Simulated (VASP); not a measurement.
# CdTe: an input that fails (relaxed cell and band gap)

CdTe, F-43m (no. 216), 2 atoms in the cell.

INCAR:
```
SYSTEM = CdTe
  ALGO = Normal
  EDIFF = 1E-7
  EDIFFG = -0.005
  ENCUT = 600
  GGA_COMPAT = .FALSE.
  IBRION = 2
  ISIF = 3
  ISMEAR = 0
  LASPH = .TRUE.
  LCHARG = .FALSE.
  LREAL = .FALSE.
  LWAVE = .FALSE.
  NELM = 80
  NSW = 20
  PREC = Accurate
  SIGMA = 0.02
  XC = PE PS
  XC_C = 0.5
```

KPOINTS:
```
k-points
0
Gamma
  6 6 6
```

POSCAR:
```
CdTe
1.0
    0.0000000000      3.2050000000      3.2050000000
    3.2050000000      0.0000000000      3.2050000000
    3.2050000000      3.2050000000      0.0000000000
Te Cd
1 1
Direct
    0.7500000000      0.7500000000      0.7500000000
    0.0000000000      0.0000000000      0.0000000000
```

Commands:
```
cat potpaw_PBE.64/Te/POTCAR potpaw_PBE.64/Cd/POTCAR > POTCAR
mpirun -np 1 vasp_std > vasp.out
```

VASP stops with:
```
Error reading item XC_C from file INCAR. Error code was IERR= 5 ... . ---->  I REFUSE TO CONTINUE WITH THIS SICK JOB ... BYE!!! <----
```

Cause: wrong count of factors.
